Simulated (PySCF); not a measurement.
These 4 structures share the formula C4H10O. Method used: PBE0-D3(BJ)/def2-TZVP geometry optimisation, gas phase (PySCF 2.14.0). One conformer each; no zero-point energy, no entropy. No frequencies were run at this level. Point groups hold within 0.08 Å.

Question: Order them by energy at this level, lowest first, and give relative energies in kcal/mol.
A. `[CH3:1][CH2:2][CH2:3][CH2:4][OH:5]` with C1–C2–C3–C4 -178°, C2–C3–C4–O5 -64°, C3–C4–O5–H 70°
B. `[CH3:1][CH:2]([CH3:3])[CH2:4][OH:5]` with C1–C2–C4–O5 59°, C2–C4–O5–H 63°
C. `[CH3:1][CH2:2][CH2:3][O:4][CH3:5]` with C1–C2–C3–O4 180°, C2–C3–O4–C5 180° (methyl propyl ether)
D. `[CH3:1][CH2:2][O:3][CH2:4][CH3:5]` with C1–C2–O3–C4 179°, C2–O3–C4–C5 180°

Answer: B (0.0), A (1.3), D (6.4), C (9.6).

As drawn, the lowest has an O–H bond, which the highest lacks. Neighbours under 2.5 kcal/mol apart (CC(C)CO and CCCCO) can change places with a better method, another conformer or zero-point energy.

```json
{"SMILES": "CC(C)CO", "E (Eh)": "-233.48775", "E rel (kcal/mol)": "0.0", "dipole (D)": "1.66", "point group": "C1", "A, B, C (MHz)": "7618, 3526, 2679"}
{"SMILES": "CCCCO", "E (Eh)": "-233.48573", "E rel (kcal/mol)": "1.3", "dipole (D)": "1.69", "point group": "C1", "A, B, C (MHz)": "12667, 2365, 2175"}
{"SMILES": "CCOCC", "E (Eh)": "-233.47761", "E rel (kcal/mol)": "6.4", "dipole (D)": "1.03", "point group": "–", "A, B, C (MHz)": "18294, 2263, 2120"}
{"SMILES": "CCCOC", "E (Eh)": "-233.47244", "E rel (kcal/mol)": "9.6", "dipole (D)": "1.03", "point group": "Cs", "A, B, C (MHz)": "20137, 2144, 2036"}
```

As an exercise, what shares would exp(−E/RT) give at 298.15 K from these electronic energies alone (no entropy, no degeneracies)?

RT = 0.592 kcal/mol: CC(C)CO 89.5 %, CCCCO 10.5 %, CCOCC under 0.1 %, CCCOC under 0.1 %.
